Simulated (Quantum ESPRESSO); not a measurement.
# Ti under changes of volume

One of the cells (17.020 Å³/atom); the others are scaled copies at fixed shape and fractional positions:

```xyz
3
Lattice="4.5674 0.0000 0.0000 -2.2837 3.9555 0.0000 0.0000 0.0000 2.8262" Properties=species:S:1:pos:R:3 pbc="T T T"
Ti    2.2837    1.3185    1.4131
Ti    0.0000    2.6370    1.4131
Ti    0.0000    0.0000    0.0000
```

This isn't the form of Ti at room conditions, which is hcp.

| Property | Result |
| --- | --- |
| Program | Quantum ESPRESSO 7.5 |
| Functional | LDA |
| Potentials or basis | GBRV 1.5 LDA |
| Cutoff | 612 eV |
| Density cutoff | 4898 eV |
| k mesh | 7 × 7 × 9 |
| Occupations | fermi-dirac, width 0.05 eV |
| Spin | no spin polarisation |

```tsv
volume (Å³/atom)	energy over the lowest point (meV/atom)	pressure (GPa)
15.999	0.00	-1.1
16.339	4.97	-3.6
16.679	?	?
17.020	29.84	-8.0
17.360	48.82	-9.9
17.701	71.62	-11.6
18.041	97.81	-13.1
```

Q: What does the run at 16.679 Å³/atom give?

A: Energy over the lowest point 15.09 meV/atom; pressure -5.9 GPa.

Worked out: A Birch-Murnaghan fit of order 3 (a polynomial in V^(-2/3)) to the other rows has its minimum at 15.87 Å³/atom, just outside them, with B0 = V·E''(V) = 130 GPa and B' = 3.7 at fixed shape and positions, which overstates the stiffness. It gives 15.06 meV/atom at 16.679 Å³/atom, against the run's 15.09, and -dE/dV = -5.9 GPa, against -5.9.

Energies are extrapolated to zero smearing.
